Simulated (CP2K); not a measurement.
## PbO2 under changes of volume

One of the cells (13.151 Å³/atom); the others are scaled copies at fixed shape and fractional positions:

```
CELL_PARAMETERS angstrom
3.82119 0.00000 0.00000
1.91060 3.30925 0.00000
1.91060 1.10308 3.11999
ATOMIC_POSITIONS crystal
Pb 0.00000 0.00000 0.00000
O 0.75000 0.75000 0.75000
O 0.25000 0.25000 0.25000
```

The cell comes from a database or a generator and needn't be the stable form of this composition.

| Quantity | Value |
| --- | --- |
| Program | CP2K 2026.2 |
| Functional | PBEsol |
| Potentials or basis | POTENTIAL_UZH Pb GTH-PBE-q4, O GTH-PBE-q6; TZVP-MOLOPT-PBE-GTH basis |
| Density cutoff | 8163 eV |
| k mesh | 9 × 9 × 9 |
| Occupations | fermi-dirac, width 0.01 eV |
| Spin | no spin polarisation |

```tsv
volume (Å³/atom)	energy over the lowest point (meV/atom)	pressure (GPa)
12.362	32.16	11.9
12.625	?	?
12.888	5.55	4.7
13.151	0.32	1.6
13.414	0.00	-1.2
13.677	4.09	-3.7
13.940	12.09	-6.0
```

Q: What does the run at 12.625 Å³/atom give?

A: Energy over the lowest point 15.96 meV/atom; pressure 8.1 GPa.

Worked out: A Birch-Murnaghan fit of order 3 (a polynomial in V^(-2/3)) to the other rows has its minimum at 13.30 Å³/atom with B0 = V·E''(V) = 141 GPa and B' = 3.6. It gives 15.95 meV/atom at 12.625 Å³/atom, against the run's 15.96, and -dE/dV = 8.1 GPa, against 8.1.

Energies are extrapolated to zero smearing.

Caveats: the potentials were made for another functional, which shifts forces and pressure; the basis of atomic orbitals isn't converged, which shifts pressures, moduli and gaps.
